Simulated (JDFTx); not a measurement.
Crystal: TiC.

```xyz
2
Lattice="0.0000 2.1657 2.1657 2.1657 0.0000 2.1657 2.1657 2.1657 0.0000" Properties=species:S:1:pos:R:3 pbc="T T T"
Ti    0.0000    0.0000    0.0000
C     2.1657    2.1657    2.1657
```

The cell is a database's computed one.

Program: JDFTx 1.7.0 (patched build). Alike in all runs: potentials or basis SG15-PBE-1.2 with smoothed tails; no spin polarisation; cell as given; k mesh 9 × 9 × 9; cutoff (eV) 1361; smearing fermi-dirac 0.05 eV. Hardware: 1 thread of Arm Neoverse V2 (shared host).

**Question.** Order these runs on this cell by their wall time, lowest first.
A. task band structure; level PBEsol; band ratio of the Davidson solver 1.3; max SCF steps 30; SCF threshold on the energy 1e-06 Ha; solver of the electrons minimize; further solve for the empty bands no
B. task single point; level r2SCAN; max SCF steps 100; SCF threshold on the energy 1e-09 Ha; solver of the electrons scf; further solve for the empty bands yes
C. task band structure; level r2SCAN; band ratio of the Davidson solver 1.3; max SCF steps 30; SCF threshold on the energy 1e-06 Ha; solver of the electrons minimize; further solve for the empty bands no

**Answer.** A (21 s), C (67 s), B (220 s).

Runs at the PBE level aren't shown here.
